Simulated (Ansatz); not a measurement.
Migration of H in Zn

Theory: DFT PBE, scalar-relativistic, plane waves, PAW (Ansatz 0.2.0). Settings: 420 eV cutoff, 4×4×4 k-mesh, shifted by half a step, Gaussian smearing of 0.10 eV, no spin polarisation.

In a supercell of 18 host sites, interstitial H hops to an equivalent place, moving 1.89 Å between the relaxed ends. Climbing-image nudged elastic band at fixed cell with images 0 (start) to 4 (end), the path measured over all atoms, converged to 0.05 eV/Å; the order of the saddle wasn't checked, and the small cell leaves errors of about a tenth of an eV. Zero-point motion and tunnelling, which matter for H, are left out. At the top the atom squeezes straight between two others, where symmetry can hold a band on a ridge, so a bent path, such as one by way of a neighbouring hole, may have a much lower barrier.

Start:

```xyz
19
Lattice="0.0000 -4.5593 5.1119 3.9485 2.2796 5.1119 -3.9485 2.2796 5.1119" Properties=species:S:1:pos:R:3 pbc="T T T"
Zn   -1.3151   -0.7807    6.4121
Zn   -2.6493    1.5303    6.4122
Zn    1.3149   -0.7809    6.4149
Zn    0.0000   -3.0398    6.1393
Zn   -0.0003    1.5187    6.4330
Zn   -0.0003    1.5187   11.2537
Zn   -1.3348   -0.7511   11.5310
Zn    2.6493    1.5304    6.4149
Zn    1.3346   -0.7511   11.5309
Zn   -0.0005   -1.4522    9.1734
Zn   -1.3229    0.7546    8.7942
Zn    2.6389   -1.5166    8.8823
Zn    1.3741    0.7247    4.0544
Zn    1.3221    0.7544    8.7959
Zn   -2.6394   -1.5163    8.8811
Zn   -0.0006    3.0458    8.7985
Zn   -0.0001   -1.5292    3.7673
Zn   -1.3742    0.7252    4.0498
H     0.0014   -3.0363    8.2260
```

Atom 19 jumps to (1.320, -3.799, 7.110) Å.

(1) Give the energy along the band and the structure at its top.

Answers

(1)
```
image path (Å) E − E(0) (eV) H x (Å) H y (Å) H z (Å) force on H (eV/Å)
    0      0.00          0.000    0.001   -3.036    8.226               0.01
    1      0.53          0.079    0.285   -3.204    7.965               0.27
    2      1.07          0.178    0.659   -3.418    7.668               0.00
    3      1.61          0.078    1.033   -3.635    7.370               0.27
    4      2.14          0.000    1.320   -3.799    7.110               0.01
```

Barrier 0.18 eV. Image 2:
```xyz
19
Lattice="0.0000 -4.5593 5.1119 3.9485 2.2796 5.1119 -3.9485 2.2796 5.1119" Properties=species:S:1:pos:R:3 pbc="T T T"
Zn   -1.2988   -0.7863    6.4759
Zn   -2.6423    1.5038    6.2882
Zn    1.3120   -0.7650    6.4631
Zn   -0.0151   -3.0318    6.0736
Zn   -0.0224    1.5320    6.4416
Zn    0.0041    1.5162   11.4559
Zn   -1.3086   -0.7446   11.4012
Zn    2.6342    1.5249    6.4635
Zn    1.3470   -0.7628   11.5894
Zn    0.0092   -1.5052    9.0473
Zn   -1.3343    0.7853    8.8581
Zn    2.6297   -1.5258    8.8730
Zn    1.3304    0.7509    4.1505
Zn    1.3109    0.7619    8.9922
Zn   -2.6107   -1.5328    8.8940
Zn   -0.0318    3.0414    8.8595
Zn    0.0035   -1.5154    3.7607
Zn   -1.3248    0.7435    3.9336
H     0.6592   -3.4176    7.6679
```

Cost: 1 run of about 45 core-minutes, on Arm Neoverse V1 (shared hosts).